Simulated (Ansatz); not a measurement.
Bulk crystal (Ti) after relaxation:

```cif
data_structure
_symmetry_space_group_name_H-M 'P6_3/mmc'
_symmetry_Int_Tables_number 194
_cell_length_a 2.9385
_cell_length_b 2.9385
_cell_length_c 4.6506
_cell_angle_alpha 90.000
_cell_angle_beta 90.000
_cell_angle_gamma 120.000
_cell_volume 34.78
loop_
_atom_site_label
_atom_site_type_symbol
_atom_site_symmetry_multiplicity
_atom_site_Wyckoff_symbol
_atom_site_fract_x
_atom_site_fract_y
_atom_site_fract_z
_atom_site_occupancy
Ti1 Ti 2 c 0.33333 0.66667 0.25000 1
```

Miller indices refer to the conventional cell of P6_3/mmc (No. 194), a = 2.938 Å, b = 2.938 Å, c = 4.651 Å, α = 90.00°, β = 90.00°, γ = 120.00°.

The (101) slab of 10 planes, 9.3 Å thick with 15 Å of vacuum as cut; outer planes Ti (top) and Ti (bottom).

Computed with DFT PBE, scalar-relativistic, plane waves, PAW in Ansatz. Cutoff 420 eV; k points 12×7×1 on the computed 10-atom cell (Γ-centred); Gaussian smearing, width 0.10 eV; no spin polarisation. A dipole correction removes the field between periodic images along c.

Results for the relaxed slab:

For the relaxed slab, the surface energy (mean of both faces) is 1.93 J/m² and the work function is 3.98 eV.

Relaxation lowers the energy by 0.062 J/m² a face; the largest move is 0.130 Å.

```tsv
plane (bottom to top)	atoms	spacing to next, bulk (Å)	relaxed (Å)	change (%)
1	Ti	0.372	0.375	+0.7
2	Ti	1.860	1.732	-6.9
3	Ti	0.372	0.380	+2.2
4	Ti	1.860	1.889	+1.5
5	Ti	0.372	0.343	-7.9
6	Ti	1.860	1.889	+1.5
7	Ti	0.372	0.380	+2.2
8	Ti	1.860	1.732	-6.9
9	Ti	0.372	0.375	+0.7
10	Ti
```